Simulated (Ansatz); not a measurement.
**What (GaP)1(CuCl)2 [001] superlattice, started as zinc blende distorts into**

Which phase does (GaP)1(CuCl)2 [001] superlattice, started as zinc blende fall into along its unstable mode, and how much energy does it gain?

Main program and level: Ansatz 0.2.0; DFT PBEsol, scalar-relativistic, plane waves, PAW.

The structure was built from a prototype and need not be the compound's stable phase.

## Step 1: Starting point

Symmetry: Imm2, No. 44, orthorhombic system. The conventional cell has a = 3.841 Å, b = 4.021 Å, c = 15.343 Å, α = 90.00°, β = 90.00°, γ = 90.00°. Cl has 4 Cu at 2.27 to 2.50 Å nearest. Cl has 2 Cu at 2.35 Å and 2 Ga at 2.57 Å nearest. Nearest to Cu lie 2 P at 2.19 Å and 2 Cl at 2.50 Å. Nearest to Cu lie 4 Cl at 2.27 to 2.35 Å. Nearest to Ga lie 2 P at 2.26 Å and 2 Cl at 2.57 Å. Nearest to P lie 2 Cu at 2.19 Å and 2 Ga at 2.26 Å. Farther neighbours and most contacts between anions are not listed.

## Step 2: Zone-centre response

The cell comes from relaxations at this level that are not shown. The zone centre is the only wavevector solved here; it holds the modes that light can see, as far as symmetry allows. No field response is asked.

Input file input.yaml:

```yaml
crystal:
  lattice:
    - [2.7161320141, 2.7161320141, 0.0]
    - [-2.8430426615, 2.8430426615, 0.0]
    - [2.7795873378, -0.0634553237, 7.6714223477]
  atoms:
    - { symbol: Cl, position: [0.7449548937, 0.7550451063, 0.5100902126] }
    - { symbol: Cl, position: [0.0885770485, 0.4114229515, 0.8228459029] }
    - { symbol: Cu, position: [0.3491929581, 0.6508070419, 0.3016140837] }
    - { symbol: Cu, position: [0.6769315084, 0.3230684916, 0.6461369832] }
    - { symbol: Ga, position: [-0.0160280252, 0.0160280252, 0.0320560504] }
    - { symbol: P, position: [0.4063716165, 0.0936283835, 0.187256767] }
kpoints:
  mp_grid: { grid: [8, 8, 8] }
hamiltonian:
  xc: pbesol
scf:
  occupations: { method: gaussian, width: 0.01 }
output:
  eigenvalues: true
phonons:
  method: dfpt
```

Started as:

```sh
$ ansatz run input.yaml --threads 8 --pin off --max-ram 14336MiB --backend cpu --events-out ev --progress --plain --runs-dir out
```

Numbers of over 12 decimals in the logs are rounded to 6 here.

Output:

```text
Warning: crystal.symmetry: narrowed to the stabiliser of the run's FFT grids — unitary ops 4 → 1. A phonons.method: dfpt run fills in the rows of the dynamical matrix that it does not solve by its symmetry operations, which is exact only for operations that map its FFT grids onto themselves: filled in by any other, the frequencies could depend on the order in which like atoms are typed, or, by more than the grids' own error, on where the crystal sits among the grids' points. Excluded: 3 operations. The run can therefore solve more perturbations, solve them on more k-points, or both, and cost more. [rest of the remark cut]
Engine: ansatz 0.2.0, aarch64-unknown-linux-gnu
Pseudopotentials: kind: paw
Pseudopotential: Cl, paw, valence charge 7, recommended cutoff 420 eV (normal), Cl.paw.azcp
Pseudopotential: Cu, paw, valence charge 19, recommended cutoff 420 eV (normal), Cu.paw.azcp
Pseudopotential: Ga, paw, valence charge 13, recommended cutoff 420 eV (normal), Ga.paw.azcp
Pseudopotential: P, paw, valence charge 5, recommended cutoff 420 eV (normal), P.paw.azcp
Functional definition: PBEsol
  exchange = pbesol_x
  correlation = pbesol_c
Crystal: 6 atoms, lattice volume = 118.479 Å³
Basis set: ecut = 420 eV, 2341 PW (Γ), exchange–correlation on 54×54×120 points (8 copies of the dense FFT grid, shifted against one another)
Bands: 42, of which v1, the nominal top of the filled ones, is band 35 counted from 1 (34 counted from 0)
Symmetry: 4 space group operations
k-points: 260 of 512 (irreducible under 1 space group operation, time reversal used)
Non-local potential: Cl, projectors of the file, l = 0: 2, l = 1: 2, l = 2: 2
Non-local potential: Cu, projectors of the file, l = 0: 3, l = 1: 2, l = 2: 3, l = 3: 1
Non-local potential: Ga, projectors of the file, l = 0: 2, l = 1: 2, l = 2: 3, l = 3: 1
Non-local potential: P, projectors of the file, l = 0: 2, l = 1: 2, l = 2: 2
PAW form: soft (Blöchl's): semilocal exchange-correlation on the pseudo side does not see the compensation charge
PAW frozen core: Cl, regenerated for the run's functional, and the local potential with it (the file was generated under x = pbe(κ = 0.804, μ = 0.219515), c = pbe(β = 0.066725))
PAW frozen core: Cu, regenerated for the run's functional, and the local potential with it (the file was generated under x = pbe(κ = 0.804, μ = 0.219515), c = pbe(β = 0.066725))
PAW frozen core: Ga, regenerated for the run's functional, and the local potential with it (the file was generated under x = pbe(κ = 0.804, μ = 0.219515), c = pbe(β = 0.066725))
PAW frozen core: P, regenerated for the run's functional, and the local potential with it (the file was generated under x = pbe(κ = 0.804, μ = 0.219515), c = pbe(β = 0.066725))
PAW one-centre angular grid: Cl, 110 points (default); XC on 64 Gauss nodes
PAW one-centre angular grid: Cu, 590 points (default); XC on 64 Gauss nodes
PAW one-centre angular grid: Ga, 590 points (default); XC on 64 Gauss nodes
PAW one-centre angular grid: P, 110 points (default); XC on 64 Gauss nodes
Initial density: superposition of atomic densities (neutral atoms: chi_scale 0, normalization atom), corrected by the library's trained network
Initial wavefunctions: pseudopotential atomic-orbital guess
Functional: x = pbesol(κ = 0.804, μ = 0.123457), c = pbesol(β = 0.046)
SCF iter   1: F=—  HF=-19784.233259 eV  |F-HF|=—  |Δ(HF+E_count)|=         —  Δρ=1.09e-2  dr2=1.04e-1  ethr=1.77e-3  ⟨swp⟩=7.0  Hψ=46787  notcnv=0
preconditioner: auto → Resta (q_TF=auto, 2.499 Å⁻¹)  ε∞=6.5  [insulator: Δε(μ)=0.139 eV  Ē_g=10.695 eV  σ=0.010 eV  W_gap=1.00  n_scr=34 (ndim 8)  ℏωp=25.1 eV  f_vac=0.073  D(μ)=0.00/eV (n_scr^D=0)  ε∞_Penn≈6.5]
SCF iter   2: F=—  HF=-19784.226155 eV  |F-HF|=—  |Δ(HF+E_count)|=   7.10e-3  Δρ=9.41e-3  dr2=7.86e-2  ethr=1.49e-4  ⟨swp⟩=2.6  Hψ=23605  notcnv=0  defer=520
SCF iter   3: F=—  HF=-19784.209713 eV  |F-HF|=—  |Δ(HF+E_count)|=   1.64e-2  Δρ=3.38e-3  dr2=1.30e-2  ethr=1.12e-4  ⟨swp⟩=2.0  Hψ=14924  notcnv=0  defer=520
SCF iter   4: F=—  HF=-19784.206962 eV  |F-HF|=—  |Δ(HF+E_count)|=   2.75e-3  Δρ=1.75e-3  dr2=2.96e-3  ethr=1.86e-5  ⟨swp⟩=3.1  Hψ=20619  notcnv=0  defer=516
SCF iter   5: F=—  HF=-19784.206419 eV  |F-HF|=—  |Δ(HF+E_count)|=   5.42e-4  Δρ=5.72e-4  dr2=4.82e-4  ethr=4.23e-6  ⟨swp⟩=2.3  Hψ=16707  notcnv=0  defer=516
SCF iter   6: F=—  HF=-19784.206445 eV  |F-HF|=—  |Δ(HF+E_count)|=   2.60e-5  Δρ=2.18e-4  dr2=7.43e-5  ethr=6.88e-7  ⟨swp⟩=2.0  Hψ=16867  notcnv=0  defer=516
SCF iter   7: F=—  HF=-19784.206463 eV  |F-HF|=—  |Δ(HF+E_count)|=   1.78e-5  Δρ=9.68e-5  dr2=1.48e-5  ethr=1.06e-7  ⟨swp⟩=2.0  Hψ=16845  notcnv=0  defer=516
SCF iter   8: F=—  HF=-19784.206471 eV  |F-HF|=—  |Δ(HF+E_count)|=   7.74e-6  Δρ=7.23e-5  dr2=3.93e-6  ethr=2.12e-8  ⟨swp⟩=2.0  Hψ=17424  notcnv=0  defer=516
SCF iter   9: F=—  HF=-19784.206472 eV  |F-HF|=—  |Δ(HF+E_count)|=   1.46e-6  Δρ=1.41e-5  dr2=3.09e-7  ethr=5.62e-9  ⟨swp⟩=3.0  Hψ=21195  notcnv=0  defer=516
SCF iter  10: F=—  HF=-19784.206473 eV  |F-HF|=—  |Δ(HF+E_count)|=   1.79e-7  Δρ=3.11e-6  dr2=1.97e-8  ethr=4.41e-10  ⟨swp⟩=2.0  Hψ=15564  notcnv=0  defer=516
SCF iter  11: F=—  HF=-19784.206473 eV  |F-HF|=—  |Δ(HF+E_count)|=   1.35e-8  Δρ=3.42e-6  dr2=1.12e-8  ethr=2.81e-11  ⟨swp⟩=2.0  Hψ=16764  notcnv=0  defer=516
SCF iter  12: F=—  HF=-19784.206473 eV  |F-HF|=—  |Δ(HF+E_count)|=  4.44e-10  Δρ=6.77e-7  dr2=8.23e-10  ethr=1.60e-11  ⟨swp⟩=2.0  Hψ=13290  notcnv=0  defer=516
SCF iter  13: F=—  HF=-19784.206473 eV  |F-HF|=—  |Δ(HF+E_count)|=  2.73e-10  Δρ=7.53e-7  dr2=4.68e-10  ethr=1.18e-12  ⟨swp⟩=2.3  Hψ=19782  notcnv=0  defer=516
SCF iter  14: F=—  HF=-19784.206473 eV  |F-HF|=—  |Δ(HF+E_count)|=  1.09e-11  Δρ=6.38e-7  dr2=3.00e-10  ethr=1.00e-12  ⟨swp⟩=2.0  Hψ=18235  notcnv=0  defer=516
SCF iter  15: F=—  HF=-19784.206473 eV  |F-HF|=—  |Δ(HF+E_count)|=  4.00e-11  Δρ=2.74e-7  dr2=6.00e-11  ethr=1.00e-12  ⟨swp⟩=1.8  Hψ=11309  notcnv=0  defer=516
SCF iter  16: F=—  HF=-19784.206473 eV  |F-HF|=—  |Δ(HF+E_count)|=  7.28e-12  Δρ=1.19e-7  dr2=1.12e-11  ethr=1.00e-12  ⟨swp⟩=1.1  Hψ=10438  notcnv=0  defer=516
SCF iter  17: F=-19784.206473 eV  HF=-19784.206473 eV  |F-HF|=3.64e-12  |Δ(HF+E_count)|=  3.64e-12  Δρ=2.24e-8  dr2=4.80e-13  ethr=1.00e-12  ⟨swp⟩=11.3  Hψ=54636  notcnv=0
SCF 1 converged in 17 iterations: F = -19784.206473 eV  dr2 = 4.80e-13
  greatest PAW one-centre occupation: 1.000 electrons in one spin orbital (limit 2), on the Cu atom at site 3 (counted from 0), in its partial waves of l = 0
DFPT response loops at Γ: preconditioner auto → Resta (q_TF=auto, 2.499 Å⁻¹)  ε∞=19.3 (no band partly filled); β = 1.00, the filter's whole step (`scf.mixing.beta` (0.50) is not read by the response loops at its default; to damp them type it under 1.00, their step now; it binds the ground state too); Broyden in place of MSR1
SCF converged after 17 iterations
Free energy (F): -19784.206473 eV
Harris-Foulkes:  -19784.206473 eV  (|F-HF|=3.64e-12)
Internal energy: -19784.206473 eV  (E = F + TS)
E sigma→0 (E₀):  -19784.206473 eV
Fermi energy:    7.702822 eV
--- Per-component energies (eV) ---
  E_band       = -1113.724292
  E_kinetic    = 1108.476870
  E_local      = -14195.853985  (includes V_loc(G=0)·N_el)
  E_nonlocal   = 1323.280798
  E_hartree    = 6291.514275
  E_xc         = -515.607347
  E_vxc        = -587.117713  (∫ρ·V_xc dr)
  E_paw        = -7057.850310  (= ΣΔE_a)
  E_vpaw       = -1345.539417  (= ΣTr[D̂ρ^β])
  E_aug_tail   = 0.000543  (compensation charges beyond the density's cutoff)
  E_ewald      = -6739.645659
  E_core_change = 1.478342  (= ΣΔE_core)
  E_smearing   = -0.000000  (= −TS)
  E_closure    = 0.000000  (closes the sum)
  Σ components = -19784.206473   (vs F -19784.206473, Δ=0.00e0)
--- Band table (eV; the first three rows and the last of 260) ---
  k-point 0: bands = [... 31 lower, 6.4484, 6.8756, 7.0339, 7.4613, 7.8056, 9.3971, 10.3816, 10.6417, ... 3 higher]
  k-point 1: bands = [... 31 lower, 6.4652, 6.8537, 6.9350, 7.4356, 7.9733, 9.4049, 10.2983, 10.7447, ... 3 higher]
  k-point 2: bands = [... 31 lower, 6.5093, 6.7856, 6.7930, 7.3702, 8.3003, 9.4275, 10.1770, 10.9251, ... 3 higher]
  k-point 259: bands = [... 31 lower, 5.7789, 5.8898, 6.0807, 6.3178, 8.8742, 9.2154, 11.2964, 11.8418, ... 3 higher]
--- Phonons (Γ-DFPT): 18 representative perturbations + reference, on 260 of 512 k-points (Σ response iterations 68) ---
  ASR residual: 4.534e-5 → 0.000e0 eV/Å²; symmetrization residual: 5.803e-6 eV/Å²
  The last average, over the group as it would stand without the narrowing to the FFT grids, took up to 1.466e-5 eV/Å² of the zone centre's force constants
  ASR residual per site (eV/Å²): 2.71e-5 1.33e-5 1.70e-5 3.38e-5 4.53e-5 3.76e-5
  Γ frequencies (cm⁻¹): -20.55 0.00 0.00 0.00 39.89 48.73 56.46 98.88 101.28 113.28 138.35 173.69 175.82 222.64 259.79 324.04 390.72 432.69
  non-analytic LO–TO correction: not included (Born effective charges unavailable; polar crystals: no LO–TO splitting at Γ)
```

It took 12 min on 8 threads of Arm Neoverse N1, shared host; peak memory 4.2 GiB; 87 min of CPU time.

Numbers from this step:

- gap on the k-mesh: 0.1611 eV
- volume per atom: 19.75 Å³
- sum-rule residual before enforcement: 4.53e-5 eV/Å²
- point group: mm2
- highest optical mode at the zone centre (no LO-TO term): 432.7 cm⁻¹
- lowest optical zone-centre mode: -20.55 cm⁻¹

Without the LO-TO term. Patterns of degenerate modes are one choice out of their space. Modes at Γ, with each element's share of the kinetic energy (negative means imaginary):

| mode | frequency (cm⁻¹) | symmetry | Cl % | Cu % | Ga % | P % |
| --- | --- | --- | --- | --- | --- | --- |
| 1 | -20.6 | B2 | 6 | 13 | 76 | 5 |
| 2 | 0.0 | acoustic | 24 | 43 | 23 | 10 |
| 3 | 0.0 | acoustic | 24 | 43 | 23 | 10 |
| 4 | 0.0 | acoustic | 24 | 43 | 23 | 10 |
| 5 | 39.9 | B1 | 4 | 94 | 1 | 0 |
| 6 | 48.7 | B1 | 11 | 50 | 28 | 11 |
| 7 | 56.5 | B2 | 13 | 74 | 0 | 13 |
| 8 | 98.9 | A1 | 1 | 85 | 9 | 5 |
| 9 | 101.3 | B1 | 72 | 2 | 20 | 5 |
| 10 | 113.3 | B2 | 81 | 17 | 0 | 2 |
| 11 | 138.3 | A1 | 35 | 57 | 8 | 1 |
| 12 | 173.7 | A1 | 51 | 10 | 36 | 3 |
| 13 | 175.8 | B1 | 88 | 12 | 0 | 0 |
| 14 | 222.6 | A1 | 88 | 4 | 4 | 4 |
| 15 | 259.8 | B2 | 76 | 24 | 0 | 0 |
| 16 | 324.0 | A1 | 2 | 1 | 19 | 77 |
| 17 | 390.7 | B2 | 0 | 29 | 0 | 70 |
| 18 | 432.7 | B1 | 0 | 0 | 27 | 73 |

Displacements in mode 1 (-20.6 cm⁻¹), the largest set to 1:
```
Cl1  0.29 -0.29  0.00
Cl2  0.28 -0.28  0.00
Cu3  0.34 -0.34  0.00
Cu4  0.26 -0.26  0.00
Ga5 -1.00  1.00  0.00
P6   0.36 -0.36  0.00
```

Displacements in mode 12 (173.7 cm⁻¹), the largest set to 1:
```
Cl1  0.00  0.00  1.00
Cl2  0.00  0.00  0.38
Cu3  0.00  0.00  0.28
Cu4  0.00  0.00 -0.21
Ga5  0.00  0.00 -0.65
P6   0.00  0.00 -0.27
```

Before it was imposed, the acoustic sum rule was missed by 4.5e-5 eV/Å². Small misses are needed for a sound result but don't prove that mesh and cutoff are converged. The lowest optical mode is imaginary, 20.6i cm⁻¹, so the energy falls along it.

## Step 3: The mode frozen in, largest atomic shift 0 Å

The mode followed lies at Γ with frequency 20.5i cm⁻¹, the softest among the wavevectors solved. At small amplitude the distorted cell has space group no. 8 by a symmetry search on the positions. The undistorted cell that holds it gives the zero of energy on the same k mesh.

Edit input.yaml of step 2 so:

```diff
@@ -10,3 +10,3 @@
     - { symbol: Cu, position: [0.6769315084, 0.3230684916, 0.6461369832] }
-    - { symbol: Ga, position: [-0.0160280252, 0.0160280252, 0.0320560504] }
+    - { symbol: Ga, position: [0.9839719748, 0.0160280252, 0.0320560504] }
     - { symbol: P, position: [0.4063716165, 0.0936283835, 0.187256767] }
@@ -19,4 +19,4 @@
 output:
+  forces: true
+  stress: true
   eigenvalues: true
-phonons:
-  method: dfpt
```

Output:

```text
[...]
Crystal: 6 atoms, lattice volume = 118.479 Å³
Basis set: ecut = 420 eV, 2341 PW (Γ), exchange–correlation on 54×54×120 points (8 copies of the dense FFT grid, shifted against one another)
Bands: 42, of which v1, the nominal top of the filled ones, is band 35 counted from 1 (34 counted from 0)
Symmetry: 4 space group operations
[...]
k-points: 95 of 512 (time reversal used)
[...]
k-point 0: bands = [... 31 lower, 6.4485, 6.8757, 7.0339, 7.4613, 7.8057, 9.3972, 10.3817, 10.6418, ... 1 higher]
  k-point 1: bands = [... 31 lower, 6.4652, 6.8537, 6.9350, 7.4356, 7.9733, 9.4049, 10.2983, 10.7447, ... 1 higher]
  k-point 2: bands = [... 31 lower, 6.5093, 6.7856, 6.7930, 7.3702, 8.3003, 9.4275, 10.1771, 10.9251, ... 1 higher]
  k-point 94: bands = [... 31 lower, 5.7612, 5.8916, 6.1039, 6.3117, 8.9030, 9.2200, 11.0682, 11.8106, ... 1 higher]
[key lines of the parts left out:]
SCF converged after 10 iterations
Free energy (F): -19784.206473 eV
Fermi energy:    7.702836 eV
P = ⅓ Tr σ = -0.0010 GPa (-0.010 kbar)
```

Wall time 14 s (8 threads); peak memory 0.73 GiB.

Numbers from this step:

- pressure: -9.66e-4 GPa
- energy from the undistorted cell: 0 meV/atom

The run ends at a pressure of 0.00 GPa, with forces up to 4.0e-4 eV/Å.

## Step 4: The mode frozen in, largest atomic shift 0.08 Å

The atoms are moved along the unstable eigenvector, the largest shift by 0.08 Å, with the cell fixed.

input.yaml, the sections that differ from step 3:

```yaml
crystal:
  lattice:
    - [2.7161320141, 2.7161320141, 0.0]
    - [-2.8430426615, 2.8430426615, 0.0]
    - [2.7795873378, -0.0634553237, 7.6714223477]
  atoms:
    - { symbol: Cl, position: [0.7449548937, 0.7493016093, 0.5100902126] }
    - { symbol: Cl, position: [0.0885770485, 0.405856872, 0.8228459029] }
    - { symbol: Cu, position: [0.3491929581, 0.6439853264, 0.3016140837] }
    - { symbol: Cu, position: [0.6769315084, 0.317906846, 0.6461369832] }
    - { symbol: Ga, position: [0.9839719748, 0.0359252091, 0.0320560504] }
    - { symbol: P, position: [0.4063716165, 0.0863682966, 0.187256767] }
# kpoints, hamiltonian, scf, output: as in step 3
```

Output:

```text
[...]
Crystal: 6 atoms, lattice volume = 118.479 Å³
Basis set: ecut = 420 eV, 2341 PW (Γ), exchange–correlation on 54×54×120 points (8 copies of the dense FFT grid, shifted against one another)
Bands: 42, of which v1, the nominal top of the filled ones, is band 35 counted from 1 (34 counted from 0)
Symmetry: 2 space group operations
[...]
k-point 0: bands = [... 31 lower, 6.4470, 6.8763, 7.0297, 7.4599, 7.8160, 9.4118, 10.3507, 10.6314, ... 1 higher]
  k-point 1: bands = [... 31 lower, 6.4631, 6.8540, 6.9321, 7.4342, 7.9828, 9.4190, 10.2706, 10.7325, ... 1 higher]
  k-point 2: bands = [... 31 lower, 6.5057, 6.7836, 6.7922, 7.3700, 8.3094, 9.4404, 10.1523, 10.9132, ... 1 higher]
  k-point 149: bands = [... 31 lower, 5.7604, 5.8887, 6.1008, 6.3100, 8.8945, 9.2383, 11.0640, 11.8042, ... 1 higher]
[key lines of the parts left out:]
SCF converged after 10 iterations
Free energy (F): -19784.206672 eV
Fermi energy:    7.714331 eV
P = ⅓ Tr σ = -0.0035 GPa (-0.035 kbar)
```

Wall time 22 s (8 threads); peak memory 0.88 GiB.

This step gave:

```
pressure                         : -0.003525 GPa
gap on the k-mesh                : 0.1795 eV
energy from the undistorted cell : -0.033 meV/atom
```

The energy, extrapolated to zero smearing, is -0.03 meV/atom against the undistorted cell.

The run ends at a pressure of 0.00 GPa, with forces up to 0.060 eV/Å.

## Step 5: Energy along the mode, all amplitudes (two of the runs are shown above)

An imaginary frequency means negative curvature, so the energy should fall and then rise again as anharmonic terms take over.

This step gave:

```yaml
depth_at_the_lowest_point_sampled: 0.033 meV/atom
largest_atomic_shift_at_that_point: 0.08 Å
```

Energy from the parent against largest atomic shift:

| largest atomic shift (Å) | energy from the parent (meV/atom) |
| --- | --- |
| 0.000 | 0 |
| 0.040 | -0.016 |
| 0.080 | -0.033 |
| 0.140 | 0.161 |
| 0.220 | 1.77 |
| 0.320 | 8.88 |

Displacement at unit largest shift by atom:

| atom | x (Å) | y (Å) | z (Å) | size |
| --- | --- | --- | --- | --- |
| Cl1 | 0.204 | -0.204 | 0.000 | 0.288 |
| Cl2 | 0.198 | -0.198 | 0.000 | 0.280 |
| Cu3 | 0.242 | -0.242 | 0.000 | 0.342 |
| Cu4 | 0.183 | -0.183 | 0.000 | 0.259 |
| Ga5 | -0.707 | 0.707 | 0.000 | 1.000 |
| P6 | 0.258 | -0.258 | 0.000 | 0.365 |

The lowest of the steps tried is at 0.08 Å, 0.033 meV/atom below the parent; the bottom of the well need not coincide with a step.

(Continued in part 2 of 3.)

[Logs are printed without paths, hosts, clocks, repeated set-up lines and the standing remarks that a program may print on its own settings, such as how far it seeks lower states.]

[Hosts, paths, dates, database ids (printed as entryN), source tags and the programs' standing remarks are cut or masked in the printed files.]
